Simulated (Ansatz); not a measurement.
# Structure search for CuSbSe4

Level of theory: Ansatz, DFT PBE, scalar-relativistic, plane waves, PAW. All cells share a 420 eV cutoff and Γ-centred k meshes spaced at most about 0.3 Å⁻¹ (about 0.25 or finer for metals, 2π included). No spin polarisation.

Energies over the elements count from the elements' standard structures at the same level, with no fitted energy shifts.

All energies are static (0 K, no zero-point motion). The comparison covers the computed candidates alone. Weakly bound directions are ill-defined at this level, which has no dispersion term (P2/m, P-6m2, I-42m), and this can change margins and order among such cells. Spin–orbit coupling, which can matter for Sb, is left out. No Hubbard U is applied to the 3d shell of Cu. The reference form of Se is held partly by dispersion forces, which this level lacks.

Invented guesses were relaxed alike, and ends that match in structure were merged. ΔE counts from the first row. Coordination counts Se atoms around Cu and Sb (those within 1.25 times the shortest such distance or 1.15 times the sum of covalent radii; a plus sign parts nearer from farther groups).

```tsv
#	reached from	type and space group	atoms	Å³/atom	coordination	ΔE (meV/atom)	gap on mesh (eV)
1	HfTiSe4 type (P2/m)	P2/m (No. 10)	6	31.3	Cu 4, Sb 6	0	0.00
2	TaWSe4 type (P-6m2)	P-6m2 (No. 187)	6	23.1	Cu 6, Sb 6	19	0.00
3	AgClO4 type (I-42m)	I-42m (No. 121)	6	28.4	Cu 4, Sb 4	72	0.00
4	TiVH4 type (R-3m)	R-3m (No. 166)	6	23.5	Cu 8, Sb 6+2	88	0.00
5	random cell	P4mm (No. 99)	6	24.5	Cu 4, Sb 8	142	0.00
```

The lowest: Space group P2/m (No. 10), monoclinic, a = 6.733 Å, b = 3.681 Å, c = 7.695 Å, β = 99.6°. Cu is surrounded by 4 Se at 2.38 Å; around Sb lie 6 Se at 2.66–2.75 Å; around Se on its first site lie 2 Sb at 2.66 Å; Se on its second site has 2 Cu at 2.38 Å, 1 Sb at 2.75 Å and 1 Se at 3.03 Å. Its energy over the elements is −0.01 eV/atom. The formation energy is too near zero to say whether this cell lies below the elements. An observed structure of this formula, if there is one, may be missing.

```cif
data_structure
_symmetry_space_group_name_H-M 'P2/m'
_symmetry_Int_Tables_number 10
_cell_length_a 6.7326
_cell_length_b 3.6805
_cell_length_c 7.6955
_cell_angle_alpha 90.000
_cell_angle_beta 99.637
_cell_angle_gamma 90.000
_cell_volume 188.00
loop_
_atom_site_label
_atom_site_type_symbol
_atom_site_symmetry_multiplicity
_atom_site_Wyckoff_symbol
_atom_site_fract_x
_atom_site_fract_y
_atom_site_fract_z
_atom_site_occupancy
Cu1 Cu 1 a 0.00000 0.00000 0.00000 1
Sb1 Sb 1 e 0.50000 0.50000 0.00000 1
Se1 Se 2 m 0.43975 0.00000 0.23619 1
Se2 Se 2 n 0.89703 0.50000 0.16084 1
```

The second: Space group P-6m2 (No. 187), hexagonal, a = 3.822 Å, c = 10.953 Å. Around Cu lie 6 Se at 2.54 Å; Sb is surrounded by 6 Se at 2.88 Å; Se on its first site is surrounded by 1 Se at 2.53 Å, 3 Cu at 2.54 Å and 3 Se at 3.23 Å; Se on its second site has 3 Sb at 2.88 Å and 3 Se at 3.23 Å. Counting Se atoms around Cu and Sb, the first has Cu 4, Sb 6 and the second has Cu 6, Sb 6. The second holds Se–Se pairs (shortest 2.53 Å); in the first the shortest Se–Se distance is 3.03 Å. Cells relaxed within their symmetry can be saddle points.

```yaml
crystal:
  lattice:
    - [3.82170, 0.00000, 0.00000]
    - [-1.91085, 3.30969, 0.00000]
    - [0.00000, 0.00000, 10.95254]
  atoms:
    - { symbol: Cu, position: [0.66667, 0.33333, 0.50000] }
    - { symbol: Sb, position: [0.66667, 0.33333, 0.00000] }
    - { symbol: Se, position: [0.33333, 0.66667, 0.61544] }
    - { symbol: Se, position: [0.00000, 0.00000, 0.83054] }
    - { symbol: Se, position: [0.00000, 0.00000, 0.16946] }
    - { symbol: Se, position: [0.33333, 0.66667, 0.38456] }
```

Some structure types and database cells were kept out of the candidates from the start, so a known form may be missing.
